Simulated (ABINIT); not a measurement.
# Sn in ABINIT: convergence with pawecutdg

Input of the first run (pawecutdg 22 Ha); the others differ in this setting and in those tied to it:

run.abi

```
# Pseudopotentials
pp_dirpath "./"
pseudos "Sn.GGA_PBE-JTH_sp.xml"

# Structure
acell 8.64103205 8.64103205 8.64103205
rprim
     0.0000000000     0.7071067812     0.7071067812
     0.7071067812     0.0000000000     0.7071067812
     0.7071067812     0.7071067812     0.0000000000
ntypat 1
znucl 50
natom 2
typat 1 1
xred
     0.7513240000     0.7590190000     0.7625880000
     0.4946710000     0.5090020000     0.5000090000
chkprim 0
chksymtnons 0
tolsym 1.0e-6

# Plane-wave basis
ecut 22.0
pawecutdg 22.0
pawxcdev 0

# k points
kptopt 1
ngkpt 7 7 7
nshiftk 1
shiftk 0.0 0.0 0.0

# Exchange and correlation
ixc 11

# Bands and occupations
nband 8
occopt 3
tsmear 0.00367493

# SCF cycle
nstep 100
tolvrs 1.0e-9

# Output
iomode 3
prtwf 0
prtden 0
prteig 0
prtebands 0
enunit 2
```

Potentials or basis: JTH PAW PBE v2.0 sp.

The run is started by

```bash
$ abinit run.abi > log 2>&1
```

The cell isn't the ideal one: atoms moved at random, drawn with an rms of 0.05 Å.

This isn't the form of Sn at room conditions, which is tetragonal (white tin).

Hardware: 1 thread of Arm Neoverse V1, with other jobs on the host.

```tsv
pawecutdg	energy less the tightest run, at zero smearing (meV/atom)	SCF cycles	CPU time (s)	peak memory (GiB)
22 Ha	0.10	9	85	0.25
26.4	0.02	9	85	0.25
33	0.02	9	85	0.26
39.6	0.01	9	85	0.27
48.4	0.01	9	85	0.3
59.4	0.00	9	86	0.3
72.6	0.00	9	86	0.36
```

Against the tightest run, the energy stays within 1 meV/atom from 22 Ha on. The tightest run that finished is the yardstick and may itself not be fully converged.

Caveat, for the tightest run too: the atomic spheres overlap.
